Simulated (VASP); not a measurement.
# KI (Fm-3m) in VASP: notebook

One crystal, KI, is run at these levels: PBE; tasks: single point.

Everything below comes from runs of VASP 6.6.1. Logs are shortened: lines on timing, memory, paths and dates and some standing lists are left out, and cuts for length are marked.

### Step 1. The structure

It takes space group Fm-3m (No. 225, cubic). The conventional cell has a = 7.066 Å, b = 7.066 Å, c = 7.066 Å, α = 90.00°, β = 90.00°, γ = 90.00°. Around I (site symmetry m-3m) lie 6 K at 3.53 Å. K (site symmetry m-3m) has 6 I at 3.53 Å as nearest neighbours.

### Step 2. Single point, PBE

INCAR reads:

```
PREC = Accurate
ENCUT = 450
EDIFF = 1E-6
ISMEAR = 0
SIGMA = 0.5
LREAL = False
LASPH = True
NELM = 100
ALGO = Normal
ISIF = 2
LWAVE = False
LCHARG = False
GGA = PE
NBANDS = 15
ADDGRID = False
```

KPOINTS reads:

```
regular mesh
0
Gamma
  5 5 5
```

POSCAR reads:

```
KI
1.0
    0.0000000000      3.5327750000      3.5327750000
    3.5327750000      0.0000000000      3.5327750000
    3.5327750000      3.5327750000      0.0000000000
I K
1 1
Direct
    0.5000000000      0.5000000000      0.5000000000
    0.0000000000      0.0000000000      0.0000000000
```

Potentials or basis: VASP PAW PBE potentials, release 64 (I, K_sv).

Started as:

```
> cat potpaw_PBE.64/I/POTCAR potpaw_PBE.64/K_sv/POTCAR > POTCAR
> mpirun -np 1 vasp_std > vasp.out
```

OUTCAR:

```text
PREC = Accurate
   ENCUT = 450
   EDIFF = 1E-6
   ISMEAR = 0
   LREAL = False
   LASPH = True
   NELM = 100
   ISIF = 2
   GGA = PE

 Found     10 irreducible k-points:

 Following reciprocal coordinates:
            Coordinates               Weight
  0.000000  0.000000  0.000000      1.000000
  0.200000  0.000000  0.000000      8.000000
  0.400000  0.000000  0.000000      8.000000
  0.200000  0.200000  0.000000      6.000000
  0.400000  0.200000  0.000000     24.000000
 -0.400000  0.200000  0.000000     24.000000
   k-points           NKPTS =     10   k-points in BZ     NKDIM =     10   number of bands    NBANDS=     15
   number of dos      NEDOS =    301   number of ions     NIONS =      2
   total plane-waves  NPLWV =  46656
   dimension x,y,z NGX =    36 NGY =   36 NGZ =   36
   dimension x,y,z NGXF=    72 NGYF=   72 NGZF=   72
   ions per type =               1   1
   NGX,Y,Z   is equivalent  to a cutoff of  11.98, 11.98, 11.98 a.u.
   NGXF,Y,Z  is equivalent  to a cutoff of  23.96, 23.96, 23.96 a.u.
 SYSTEM =  unknown system
   PREC   = accura    normal or accurate (medium, high low for compatibility)
   ISTART =      0    job   : 0-new  1-cont  2-samecut
   ICHARG =      2    charge: 1-file 2-atom 10-const
   ISPIN  =      1    spin polarized calculation?
   LNONCOLLINEAR =      F non collinear calculations
   LSORBIT =      F    spin-orbit coupling
   LASPH  =      T    aspherical Exc in radial PAW
   ENCUT  =  450.0 eV  33.07 Ry    5.75 a.u.   8.64  8.64  8.64*2*pi/ulx,y,z
   NELM   =    100;   NELMIN=  2; NELMDL= -5     # of ELM steps
   EDIFF  = 0.1E-05   stopping-criterion for ELM
   LREAL  =      F    real-space projection
   EDIFFG = 0.1E-04   stopping-criterion for IOM
   NSW    =      0    number of steps for IOM
   IBRION =     -1    ionic relax: 0-MD 1-quasi-New 2-CG
   NFREE  =      0    steps in history (QN), initial steepest desc. (CG)
   ISIF   =      2    stress and relaxation
   ISYM   =      2    0-nonsym 1-usesym 2-fastsym
   POTIM  = 0.5000    time-step for ionic-motion
   TEBEG  =    0.0;   TEEND  =   0.0 temperature during run
   PSTRESS=    0.0 pullay stress
   NELECT =      16.0000    total number of electrons
   NUPDOWN=      -1.0000    fix difference up-down
   EMIN   =  10.00;   EMAX   =-10.00  energy-range for DOS
   EFERMI =   0.00;   METHOD = LEGACY
   ISMEAR =     0;   SIGMA  =   0.50  broadening in eV -4-tet -1-fermi 0-gaus
   EFERMI_NEDOS =   21; number of points for ismear=-14 and -15
   IALGO  =     38    algorithm
   IMIX   =      4    mixing-type and parameters
     AMIX     =   0.40;   BMIX     =  1.00
     AMIX_MAG =   1.60;   BMIX_MAG =  1.00
  volume/ion in A,a.u.               =      44.09       297.54
  Fermi-wavevector in a.u.,A,eV,Ry     =   0.926806  1.751409 11.686988  0.858969
  Thomas-Fermi vector in A             =   2.052808
   LORBIT       =      0    0 simple, 1 ext, 2 COOP (PROOUT), +10 PAW based schemes
   GGA     = PE    functional components
   LHFCALC =     F    Hartree Fock is set to
   AEXX    =    0.0000 exact exchange contribution
   IVDW    =     0    specifies the selected vdW correction
   LEPSILON=     F    determine dielectric tensor
   LRPA    =     F    only Hartree local field effects (RPA)
 non-spin polarized calculation
 Gauss-broadening in eV      SIGMA  =   0.50
  energy-cutoff  :      450.00
  volume of cell :       88.18
 maximum number of plane-waves:      1924
   NGX = 17   NGY = 17   NGZ = 17

 number of electron      16.0000000 magnetization

 Free energy of the ion-electron system (eV)
  ---------------------------------------------------
  ext. energy  EPLUGINS =         0.00000000
  ---------------------------------------------------
  free energy    TOTEN  =        -5.55614760 eV

  energy without entropy =       -5.55614760  energy(sigma->0) =       -5.55614760

 E-fermi :   1.6262     XC(G=0):  -7.1779

 val. band max:       -0.4157472348   @ k =   0.0000   0.0000   0.0000
 cond. band min:       3.5465242034   @ k =   0.0000   0.0000   0.0000
 fundamental gap:      3.9622714383
 Fermi energy:         1.6261911590

 k-point     1 :       0.0000    0.0000    0.0000
  band No.  band energies     occupation
      1     -28.9179      2.00000
      2     -12.4050      2.00000
      3     -12.4050      2.00000
      4     -12.4050      2.00000
      5     -10.9178      2.00000
      6      -0.4157      2.00000
      7      -0.4157      2.00000
      8      -0.4157      2.00000
      9       3.5465      0.00000
     10       6.0812      0.00000
     11       6.0812      0.00000
     12       6.0812      0.00000
     13       6.7983      0.00000
     14       6.7983      0.00000
     15       9.3719      0.00000

 k-point     2 :       0.2000    0.0000    0.0000
  band No.  band energies     occupation
      1     -28.9172      2.00000
      2     -12.4603      2.00000
      3     -12.4058      2.00000
      4     -12.4058      2.00000
      5     -10.8183      2.00000
      6      -0.9710      2.00000
      7      -0.5393      2.00000
      8      -0.5393      2.00000
      9       4.3701      0.00000
     10       6.0299      0.00000
     11       6.4889      0.00000
     12       6.4889      0.00000
     13       7.2528      0.00000
     14       7.2528      0.00000
     15      10.3062      0.00000
[... 41 lines left out ...]
      3     -12.4150      2.00000
      4     -12.4140      2.00000
      5     -10.7225      2.00000
      6      -1.4159      2.00000
      7      -0.8009      2.00000
      8      -0.7096      2.00000
      9       5.1573      0.00000
     10       5.7929      0.00000
     11       7.2732      0.00000
     12       7.4830      0.00000
     13       8.0754      0.00000
     14       8.2326      0.00000
     15       9.5755      0.00000

 k-point     6 :      -0.4000    0.2000    0.0000
  band No.  band energies     occupation
      1     -28.9156      2.00000
      2     -12.5179      2.00000
      3     -12.4223      2.00000
      4     -12.4103      2.00000
      5     -10.6722      2.00000
      6      -1.5468      2.00000
      7      -0.9524      2.00000
      8      -0.7752      2.00000
      9       5.5633      0.00000
     10       6.5786      0.00000
     11       7.0472      0.00000
     12       7.8322      0.00000
     13       8.0813      0.00000
     14       8.4884      0.00000
     15       9.4786      0.00000

 [... further k-points ...]
[... 5 lines left out ...]
  --------------------------------------------------------------------------------------
  -------------------------------------------------------------------------------------
  Total        0.3447775      0.3447775      0.3447775      0.0000000     -0.0000000      0.0000000
  in kB        6.2642855      6.2642855      6.2642855      0.0000000     -0.0000000      0.0000000
  external PRESSURE =       6.2642855 kB  Pullay stress =       0.0000000 kB

 VOLUME and BASIS-vectors are now :
 -----------------------------------------------------------------------------
  energy-cutoff  :      450.00
  volume of cell :       88.18
      direct lattice vectors                 reciprocal lattice vectors
     0.000000000  3.532775000  3.532775000    -0.141531799  0.141531799  0.141531799
     3.532775000  0.000000000  3.532775000     0.141531799 -0.141531799  0.141531799
     3.532775000  3.532775000  0.000000000     0.141531799  0.141531799 -0.141531799

 POSITION                                       TOTAL-FORCE (eV/Angst)
 -----------------------------------------------------------------------------------
      3.53277      3.53277      3.53277         0.000000      0.000000     -0.000000
      0.00000      0.00000      0.00000        -0.000000      0.000000      0.000000
 -----------------------------------------------------------------------------------
    total drift:                                0.000000      0.000000      0.000000

  FREE ENERGIE OF THE ION-ELECTRON SYSTEM (eV)
  ---------------------------------------------------
  free  energy   TOTEN  =        -5.5561475970 eV

  energy  without entropy=       -5.5561475953  energy(sigma->0) =       -5.55614760
```

OSZICAR:

```text
N       E                     dE             d eps       ncg     rms          rms(c)
DAV:   1     0.835824889140E+02    0.83582E+02   -0.61261E+03   300   0.815E+02
DAV:   2    -0.584562524782E+00   -0.84167E+02   -0.79030E+02   391   0.202E+02
DAV:   3    -0.539902290181E+01   -0.48145E+01   -0.47983E+01   384   0.429E+01
DAV:   4    -0.563586188217E+01   -0.23684E+00   -0.23669E+00   497   0.869E+00
DAV:   5    -0.563711505911E+01   -0.12532E-02   -0.12531E-02   405   0.690E-01    0.307E+00
DAV:   6    -0.555435900793E+01    0.82756E-01   -0.92159E-02   377   0.176E+00    0.219E+00
DAV:   7    -0.555042903632E+01    0.39300E-02   -0.11128E-01   405   0.168E+00    0.785E-01
DAV:   8    -0.555552738303E+01   -0.50983E-02   -0.11633E-02   342   0.699E-01    0.132E-01
DAV:   9    -0.555600432453E+01   -0.47694E-03   -0.90571E-04   419   0.177E-01    0.753E-02
DAV:  10    -0.555610289216E+01   -0.98568E-04   -0.10349E-04   389   0.552E-02    0.207E-02
DAV:  11    -0.555614802049E+01   -0.45128E-04   -0.59784E-05   363   0.446E-02    0.198E-02
DAV:  12    -0.555614759699E+01    0.42350E-06   -0.25080E-06   376   0.122E-02
   1 F= -.55561476E+01 E0= -.55561476E+01  d E =-.172092E-08
```

It took 12 s on 1 thread of Intel Xeon Platinum 8259CL at 2.50GHz (Skylake/Cascade Lake), shared host; peak memory 0.2 GiB.

The run converged, but some of its settings lie outside the range that counts as converged, so its numbers aren't taken as properties of the crystal.

Results:

```yaml
Free_energy: -5.5561 eV
Pressure: 0.6 GPa
Band_gap_on_the_k_mesh: 3.96 eV, direct
```

Caveat: spin-orbit coupling is left out, which moves the levels of the heavy elements.

### Step 3. Single point, PBE

INCAR: that of step 2 with these lines changed.

```diff
@@ -4,3 +4,3 @@
 ISMEAR = 0
-SIGMA = 0.5
+SIGMA = 0.2
 LREAL = False
```

KPOINTS is that of step 2.

POSCAR is that of step 2.

Potentials or basis: VASP PAW PBE potentials, release 64 (I, K_sv).

Started as:

```
> cat potpaw_PBE.64/I/POTCAR potpaw_PBE.64/K_sv/POTCAR > POTCAR
> mpirun -np 1 vasp_std > vasp.out
```

OUTCAR:

```text
PREC = Accurate
   ENCUT = 450
   EDIFF = 1E-6
   ISMEAR = 0
   LREAL = False
   LASPH = True
   NELM = 100
   ISIF = 2
   GGA = PE

 Found     10 irreducible k-points:

 Following reciprocal coordinates:
            Coordinates               Weight
  0.000000  0.000000  0.000000      1.000000
  0.200000  0.000000  0.000000      8.000000
  0.400000  0.000000  0.000000      8.000000
  0.200000  0.200000  0.000000      6.000000
  0.400000  0.200000  0.000000     24.000000
 -0.400000  0.200000  0.000000     24.000000
   k-points           NKPTS =     10   k-points in BZ     NKDIM =     10   number of bands    NBANDS=     15
   number of dos      NEDOS =    301   number of ions     NIONS =      2
   total plane-waves  NPLWV =  46656
   dimension x,y,z NGX =    36 NGY =   36 NGZ =   36
   dimension x,y,z NGXF=    72 NGYF=   72 NGZF=   72
   ions per type =               1   1
   NGX,Y,Z   is equivalent  to a cutoff of  11.98, 11.98, 11.98 a.u.
   NGXF,Y,Z  is equivalent  to a cutoff of  23.96, 23.96, 23.96 a.u.
 SYSTEM =  unknown system
   PREC   = accura    normal or accurate (medium, high low for compatibility)
   ISTART =      0    job   : 0-new  1-cont  2-samecut
   ICHARG =      2    charge: 1-file 2-atom 10-const
   ISPIN  =      1    spin polarized calculation?
   LNONCOLLINEAR =      F non collinear calculations
   LSORBIT =      F    spin-orbit coupling
[... 63 lines left out ...]
      3     -12.4050      2.00000
      4     -12.4050      2.00000
      5     -10.9178      2.00000
      6      -0.4157      2.00000
      7      -0.4157      2.00000
      8      -0.4157      2.00000
      9       3.5465      0.00000
     10       6.0812      0.00000
     11       6.0812      0.00000
     12       6.0812      0.00000
     13       6.7983      0.00000
     14       6.7983      0.00000
[... 77 lines left out ...]
      2     -12.5179      2.00000
      3     -12.4223      2.00000
      4     -12.4103      2.00000
      5     -10.6722      2.00000
      6      -1.5468      2.00000
      7      -0.9524      2.00000
      8      -0.7752      2.00000
      9       5.5633      0.00000
     10       6.5786      0.00000
     11       7.0472      0.00000
     12       7.8322      0.00000
     13       8.0813      0.00000
     14       8.4884      0.00000
     15       9.4786      0.00000

 [... further k-points ...]
[... 5 lines left out ...]
  --------------------------------------------------------------------------------------
  -------------------------------------------------------------------------------------
  Total        0.3447775      0.3447775      0.3447775      0.0000000      0.0000000     -0.0000000
  in kB        6.2642858      6.2642858      6.2642858      0.0000000      0.0000000     -0.0000000
  external PRESSURE =       6.2642858 kB  Pullay stress =       0.0000000 kB

 VOLUME and BASIS-vectors are now :
 -----------------------------------------------------------------------------
  energy-cutoff  :      450.00
  volume of cell :       88.18
      direct lattice vectors                 reciprocal lattice vectors
     0.000000000  3.532775000  3.532775000    -0.141531799  0.141531799  0.141531799
     3.532775000  0.000000000  3.532775000     0.141531799 -0.141531799  0.141531799
     3.532775000  3.532775000  0.000000000     0.141531799  0.141531799 -0.141531799

 POSITION                                       TOTAL-FORCE (eV/Angst)
 -----------------------------------------------------------------------------------
      3.53277      3.53277      3.53277         0.000000      0.000000     -0.000000
      0.00000      0.00000      0.00000        -0.000000     -0.000000      0.000000
 -----------------------------------------------------------------------------------
    total drift:                                0.000000      0.000000      0.000000

  FREE ENERGIE OF THE ION-ELECTRON SYSTEM (eV)
  ---------------------------------------------------
  free  energy   TOTEN  =        -5.5561475970 eV

  energy  without entropy=       -5.5561475970  energy(sigma->0) =       -5.55614760
```

OSZICAR:

```text
N       E                     dE             d eps       ncg     rms          rms(c)
DAV:   1     0.836219305624E+02    0.83622E+02   -0.61261E+03   300   0.815E+02
DAV:   2    -0.584562524793E+00   -0.84206E+02   -0.79235E+02   391   0.202E+02
DAV:   3    -0.539902290188E+01   -0.48145E+01   -0.47983E+01   384   0.429E+01
DAV:   4    -0.563586188223E+01   -0.23684E+00   -0.23669E+00   497   0.869E+00
DAV:   5    -0.563711505902E+01   -0.12532E-02   -0.12531E-02   405   0.690E-01    0.307E+00
DAV:   6    -0.555435900804E+01    0.82756E-01   -0.92159E-02   377   0.176E+00    0.219E+00
DAV:   7    -0.555042903613E+01    0.39300E-02   -0.11128E-01   405   0.168E+00    0.785E-01
DAV:   8    -0.555552738299E+01   -0.50983E-02   -0.11633E-02   342   0.699E-01    0.132E-01
DAV:   9    -0.555600432461E+01   -0.47694E-03   -0.90571E-04   419   0.177E-01    0.753E-02
DAV:  10    -0.555610289237E+01   -0.98568E-04   -0.10349E-04   389   0.552E-02    0.207E-02
DAV:  11    -0.555614802065E+01   -0.45128E-04   -0.59784E-05   363   0.446E-02    0.198E-02
DAV:  12    -0.555614759695E+01    0.42369E-06   -0.25080E-06   376   0.122E-02
   1 F= -.55561476E+01 E0= -.55561476E+01  d E =-.286352E-11
```

stdout:

```text
POSCAR found type information on POSCAR I K
 POSCAR found :  2 types and       2 ions
 scaLAPACK will be used
 LDA part: xc-table for (Slater+PW92), standard interpolation
 POSCAR, INCAR and KPOINTS ok, starting setup
 FFT: planning ... GRIDC
 FFT: planning ... GRID_SOFT
 FFT: planning ... GRID
 WAVECAR not read
 entering main loop
```

Wall time 12 s (1 thread of Intel Xeon Platinum 8259CL at 2.50GHz (Skylake/Cascade Lake), shared host); peak memory 0.2 GiB.

These settings aren't checked as converged: the numbers below hold their error.

Results:

* Free energy: -5.5561 eV
* Pressure: 0.6 GPa
* Band gap on the k mesh: 3.96 eV, direct

Caveat: spin-orbit coupling is left out, which moves the levels of the heavy elements.

### Step 4. Single point, PBE

INCAR: that of step 3 with these lines changed.

```diff
@@ -4,3 +4,3 @@
 ISMEAR = 0
-SIGMA = 0.2
+SIGMA = 0.1
 LREAL = False
```

KPOINTS is that of step 3.

POSCAR is that of step 3.

Started as:

```
> cat potpaw_PBE.64/I/POTCAR potpaw_PBE.64/K_sv/POTCAR > POTCAR
> mpirun -np 1 vasp_std > vasp.out
```

Wall time 12 s (1 thread of Intel Xeon Platinum 8259CL at 2.50GHz (Skylake/Cascade Lake), shared host); peak memory 0.2 GiB.

These settings aren't checked as converged: the numbers below hold their error.

Results:

| Quantity | Value |
| --- | --- |
| Free energy | -5.5561 eV |
| Pressure | 0.6 GPa |
| Band gap on the k mesh | 3.96 eV, direct |

Caveat: spin-orbit coupling is left out, which moves the levels of the heavy elements.

### Step 5. The reference run

An earlier run on the cell as given: functional PBE; potentials or basis VASP PAW PBE potentials, release 64 (I, K_sv); cutoff 520 eV; k mesh 7 × 7 × 7; occupations fermi-dirac, width 0.05 eV; no spin polarisation.

* Pressure: 0.6 GPa
* Band gap on the k mesh: 3.96 eV, direct
